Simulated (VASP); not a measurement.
Here is a VASP 6.6.1 calculation.

The input INCAR:

```
PREC = Accurate
ENCUT = 600
EDIFF = 1E-7
ISMEAR = 0
SIGMA = 0.03
LREAL = False
LASPH = True
NELM = 80
ALGO = Normal
ISIF = 3
LWAVE = False
LCHARG = False
GGA = PS
IBRION = 2
NSW = 90
EDIFFG = -0.005
KPAR = 2
```

KPOINTS

```
regular mesh
0
Gamma
  10 10 10
```

File POSCAR:

```
GaAs                                    
1.0
   -0.0000000000      2.8313993251      2.8313993251
    2.8313993251      0.0000000000      2.8313993251
    2.8313993251      2.8313993251      0.0000000000
  Ga              As            
     1     1
Direct
     0.0000000000000000    0.0000000000000000    0.0000000000000000
     0.2500000000000000    0.2500000000000000    0.2500000000000000
```

Potentials or basis: VASP PAW PBE potentials, release 64 (Ga_d, As).

Command:

```sh
$ cat potpaw_PBE.64/Ga_d/POTCAR potpaw_PBE.64/As/POTCAR > POTCAR
$ mpirun -np 2 vasp_std > vasp.out
```

(1) What does it give for the band gap on the k mesh?

Results:

(1) 0.42 eV, direct.

Caveat: the relaxation stopped at its first step, so nothing moved.
